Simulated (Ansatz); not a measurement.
# Au (P6_3/mmc) in Ansatz: a series of runs, part 2 of 2

Ansatz 0.2.0. The steps go on from the part before.

## Step 3: Relaxation of cell and atoms, PBEsol, target pressure 5 GPa, at which the enthalpy is minimised

Input file input.yaml:

```yaml
crystal:
  lattice:
    - [2.9, 0.0, 0.0]
    - [-1.45, 2.511473671, 0.0]
    - [0.0, 0.0, 4.88]
  atoms:
    - { symbol: Au, position: [0.6666666667, 0.3333333333, 0.25] }
    - { symbol: Au, position: [0.3333333333, 0.6666666667, 0.75] }
hamiltonian:
  xc: pbesol
  pseudopotentials: { kind: paw }
kpoints:
  mp_grid: { grid: [11, 11, 6] }
scf:
  occupations: { method: fermi_dirac, width: 0.05 }
output:
  forces: true
  stress: true
  eigenvalues: true
relax:
  f_tol: 0.01
  max_steps: 40
  cell: { stress_tol: 0.05, p_target: 5.0 }
```

Potentials or basis: Ansatz PAW.

Command:

```sh
$ ansatz run input.yaml --threads 2 --pin off --max-ram 5632MiB --backend cpu --events-out ev --progress --plain --runs-dir out
```

What it wrote:

```text
Warning: RAYON_NUM_THREADS=2 ignored (pool sized by the plan → 2); use --threads N
Engine: ansatz 0.2.0, aarch64-unknown-linux-gnu
Pseudopotentials: kind: paw
Pseudopotential: Au, paw, valence charge 19, recommended cutoff 420 eV (normal), Au.paw.azcp
Functional definition: PBEsol
  exchange = pbesol_x
  correlation = pbesol_c
Crystal: 2 atoms, lattice volume = 35.542 Å³
Basis set: ecut = 420 eV, 701 PW (Γ), exchange–correlation on 40×40×72 points (8 copies of the dense FFT grid, shifted against one another)
Bands: 23, of which v1, the nominal top of the filled ones, is band 19 counted from 1 (18 counted from 0)
Symmetry: 24 space group operations
Space group: P63/mmc (ITA 194), of the structure as read, at distance tolerance 3.3e-5 Å
k-points: 64 of 726
Non-local potential: Au, projectors of the file, l = 0: 3, l = 1: 2, l = 2: 2, l = 3: 1
PAW form: soft (Blöchl's): semilocal exchange-correlation on the pseudo side does not see the compensation charge
PAW frozen core: Au, regenerated for the run's functional, and the local potential with it (the file was generated under x = pbe(κ = 0.804, μ = 0.2195149727645171), c = pbe(β = 0.06672455060314922))
PAW one-centre angular grid: Au, 590 points (default); XC on 64 Gauss nodes
Initial density: superposition of atomic densities (neutral atoms: chi_scale 0, normalization atom), corrected by the library's trained network
Initial wavefunctions: pseudopotential atomic-orbital guess
Functional: x = pbesol(κ = 0.804, μ = 0.12345679012345678), c = pbesol(β = 0.046)
SCF iter   1: F=—  HF=-26014.162661 eV  |F-HF|=—  |Δ(HF+E_count)|=         —  Δρ=6.61e-3  dr2=1.45e-2  ethr=1.77e-3  ⟨swp⟩=4.6  Hψ=5580  notcnv=0
preconditioner: auto → Kerker (q_TF=auto, 2.759 Å⁻¹)  [metal: Δε(μ)=0.028 eV  Ē_g=10.596 eV  σ=0.050 eV  W_gap=0.14  n_scr=10 (ndim 8)  ℏωp=29.2 eV  f_vac=0.000  D(μ)=1.14/eV (n_scr^D=2)]
SCF iter   2: F=—  HF=-26014.160024 eV  |F-HF|=—  |Δ(HF+E_count)|=   2.64e-3  Δρ=2.88e-3  dr2=2.47e-3  ethr=3.82e-5  ⟨swp⟩=2.2  Hψ=2702  notcnv=0
SCF iter   3: F=—  HF=-26014.159363 eV  |F-HF|=—  |Δ(HF+E_count)|=   6.61e-4  Δρ=6.78e-4  dr2=8.29e-5  ethr=6.49e-6  ⟨swp⟩=2.0  Hψ=1976  notcnv=0
SCF iter   4: F=—  HF=-26014.159380 eV  |F-HF|=—  |Δ(HF+E_count)|=   1.75e-5  Δρ=1.13e-4  dr2=2.23e-6  ethr=2.18e-7  ⟨swp⟩=2.3  Hψ=2445  notcnv=0
SCF iter   5: F=—  HF=-26014.159381 eV  |F-HF|=—  |Δ(HF+E_count)|=   5.08e-7  Δρ=2.35e-5  dr2=2.15e-7  ethr=5.88e-9  ⟨swp⟩=2.3  Hψ=2366  notcnv=0
SCF iter   6: F=-26014.159381 eV  HF=-26014.159381 eV  |F-HF|=4.18e-10  |Δ(HF+E_count)|=   1.97e-8  Δρ=4.25e-6  dr2=5.92e-9  ethr=2.63e-10  ⟨swp⟩=4.4  Hψ=5069  notcnv=0
SCF 1 converged in 6 iterations: F = -26014.159381 eV  dr2 = 5.92e-9
relax step   1: F+E_penalty+E_count = -26014.15938097 eV  Δ(F+E_penalty+E_count) = +0.000e0 eV  max|allowed force component| = 3.701e-17 eV/Å  Δτ_max = 0.0000 Å  P = -6.442 GPa  Ω = 35.542 Å³  (6 SCF iters, dr2 threshold 1.00e-7 eV, accepted)
[... 68 lines left out ...]
Harris-Foulkes:  -26014.177586 eV  (|F-HF|=7.28e-12)
Internal energy: -26014.170144 eV  (E = F + TS)
E sigma→0 (E₀):  -26014.173865 eV
Entropy (-TS):   -0.007442 eV (-3.721 meV/atom)
Fermi energy:    21.208452 eV
--- Per-component energies (eV) ---
  E_band       = -395.412295
  E_kinetic    = 1210.616473
  E_local      = -3329.058054  (includes V_loc(G=0)·N_el)
  E_nonlocal   = 155.126530
  E_hartree    = 1422.574970
  E_xc         = -453.903393
  E_vxc        = -550.208316  (∫ρ·V_xc dr)
  E_paw        = -19131.392109  (= ΣΔE_a)
  E_vpaw       = -727.041825  (= ΣTr[D̂ρ^β])
  E_aug_tail   = 0.002915  (compensation charges beyond the density's cutoff)
  E_ewald      = -5888.756434
  E_core_change = 0.618958  (= ΣΔE_core)
  E_smearing   = -0.007442  (= −TS)
  E_closure    = 0.000000  (closes the sum)
  Σ components = -26014.177586   (vs F -26014.177586, Δ=0.00e0)
--- Forces (eV/Å), atoms counted from 1 ---
  atom   1  Au    -0.00000000     0.00000000    -0.00000000
  atom   2  Au     0.00000000    -0.00000000     0.00000000
  max |Σ_I F_I| component: 2.78e-17 eV/Å
--- Stress (GPa, compression-positive) ---
        5.007582       0.000000       0.000000
        0.000000       5.007582      -0.000000
        0.000000      -0.000000       4.993472
  P = ⅓ Tr σ = 5.0029 GPa (50.029 kbar)
--- Band table (eV; the first three rows and the last of 64) ---
  k-point 0: bands = ["-84.3558", "-84.3434", "-35.8824", "-35.6763", "-35.6763", "-35.6502", "-35.6429", "-35.6429", "11.0030", "13.5738", "16.2700", "16.5144", "16.5144", "16.8614", "16.8614", "17.5234", "17.5234", "19.0301", "19.0301", "19.9336", "24.1868", "35.6300", "37.0205"]
  k-point 1: bands = ["-84.3550", "-84.3442", "-35.8670", "-35.6741", "-35.6741", "-35.6660", "-35.6451", "-35.6451", "11.2431", "13.5610", "16.2070", "16.4562", "16.4562", "16.7848", "16.7848", "17.7126", "17.7126", "18.7077", "18.9948", "18.9948", "25.8679", "35.1857", "37.3995"]
  k-point 2: bands = ["-84.3527", "-84.3465", "-35.8250", "-35.7089", "-35.6680", "-35.6680", "-35.6512", "-35.6512", "11.9121", "13.3961", "16.0942", "16.4042", "16.4042", "16.6139", "16.6139", "17.0551", "18.1203", "18.1203", "18.8467", "18.8467", "28.9567", "34.4657", "36.4923"]
  k-point 63: bands = ["-84.3385", "-84.3385", "-35.8478", "-35.8478", "-35.7907", "-35.7907", "-35.6996", "-35.6996", "14.9101", "14.9101", "15.7131", "15.7131", "16.4578", "16.4578", "17.5178", "17.5178", "19.1098", "19.1098", "25.0161", "25.0161", "25.8363", "25.8363", "28.6724"]
--- Relaxed structure (6 steps of the walk, 5 accepted, 1 SCFs on fresh bases) ---
  F+E_penalty+E_count = -26014.17758621 eV   max|allowed force component| = 6.939e-17 eV/Å   (the final SCF, on the basis selected at the relaxed cell)
  cell:  # Å, volume = 33.1403 Å³
    - [2.8449535621974413, -2.2649662601768373e-33, -9.059865040707349e-34]
    - [-1.4224767810987207, 2.463802057450016, 5.510691680367562e-34]
    - [0.0, 1.9056957499323567e-34, 4.727978210118535]
  atoms:
    - { symbol: Au, position: [0.6666666666666667, 0.33333333333333337, 0.25] }
    - { symbol: Au, position: [0.33333333333333337, 0.6666666666666667, 0.7500000000000001] }
```

Run time: 9.1 s. Hardware: 2 threads of Arm Neoverse V2, shared host; peak memory 0.33 GiB.

What came out:

* Free energy: -26014.1776 eV
* Relaxed volume: 16.57 Å³/atom
* Relaxed cell: a = 2.845 Å, b = 2.845 Å, c = 4.728 Å, α = 90.00°, β = 90.00°, γ = 120.00°
* Space group after relaxing (to 0.05 Å): P6_3/mmc (No. 194)
* Energy change on relaxing (the enthalpy is what falls): -9.1 meV/atom
* Ionic steps: 6
* Pressure after relaxing: 5.0 GPa
* Band gap on the k mesh: none (metal or under the smearing width)

Step by step:
```
step  energy change (eV)  largest force (eV/Å)  volume (Å³)
   1              0.0000                0.0000        35.54
   2             -0.0274                0.0000        33.51
   3             -0.0166                0.0000        33.07
   4             -0.0188                0.0000        33.13
   5             -0.0189                0.0000        33.14
   6             -0.0182                0.0000        33.14
```

Final structure:
```
Au
1.0
     2.84495    0.00000    0.00000
    -1.42248    2.46380    0.00000
     0.00000    0.00000    4.72798
Au
2
Direct
  0.66667 0.33333 0.25000
  0.33333 0.66667 0.75000
```

Caveat: the plane-wave basis is chosen anew once the cell has moved, so the energies of steps on either side of that aren't comparable; the PAW data sets come from PBE, with cores solved anew for the run's functional, which leaves a small shift of forces and pressure.
